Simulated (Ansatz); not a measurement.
# MnO2: the cost of one run

Method: DFT PBE, scalar-relativistic, plane waves, PAW, in Ansatz 0.2.0.

### 1 The structure to begin with

Symmetry: R-3m, No. 166, trigonal system. The conventional cell has a = 2.857 Å, b = 2.857 Å, c = 13.752 Å, α = 90.00°, β = 90.00°, γ = 120.00°. Around Mn (site symmetry -3m) lie 6 O at 1.90 Å. O (site symmetry 3m) has 3 Mn at 1.90 Å as nearest neighbours.

Coordinates:

```cif
data_structure
_symmetry_space_group_name_H-M 'R-3m:H'
_symmetry_Int_Tables_number 166
_cell_length_a 2.8569
_cell_length_b 2.8569
_cell_length_c 13.7518
_cell_angle_alpha 90.000
_cell_angle_beta 90.000
_cell_angle_gamma 120.000
_cell_volume 97.20
loop_
_atom_site_label
_atom_site_type_symbol
_atom_site_symmetry_multiplicity
_atom_site_Wyckoff_symbol
_atom_site_fract_x
_atom_site_fract_y
_atom_site_fract_z
_atom_site_occupancy
Mn1 Mn 3 a 0.00000 0.00000 0.00000 1
O1 O 6 c 0.00000 0.00000 0.26436 1
```

The structure comes from the Materials Project (structure only).

### 2 Self-consistent density

File input.yaml:

```yaml
crystal:
  lattice:
    - [-1.4284348394, 2.4741217171, 0.0]
    - [-2.8568696788, 0.0, 0.0]
    - [-1.4284348394, 0.824707239, 4.5839315268]
  atoms:
    - { symbol: Mn, position: [0.0, 0.0, 0.0], spin: 4.0 }
    - { symbol: O, position: [0.73563551, 0.73563551, 0.79309347] }
    - { symbol: O, position: [0.26436449, 0.26436449, 0.20690653] }
magnetization:
  spin_polarized: true
basis:
  ecutwfc: 420
  fft_grid_basis: typed
kpoints:
  mp_grid: { grid: [12, 12, 12] }
hamiltonian:
  xc: pbe
scf:
  occupations: { method: gaussian, width: 0.05 }
output:
  forces: true
  stress: true
  eigenvalues: true
  bader: true
  write_density: true
  volumetric_format: npy
  populations: true
  elf: true
```

On the command line:

```
> ansatz run input.yaml --threads 2 --pin off --max-ram 4096MiB --backend cpu --events-out ev --progress --plain --runs-dir out
```

Q: Estimate wall time and peak memory on 2 threads of Intel Xeon Platinum 8259CL at 2.50GHz (Skylake/Cascade Lake), shared host.

About 29 s, with a peak of 0.51 GiB.
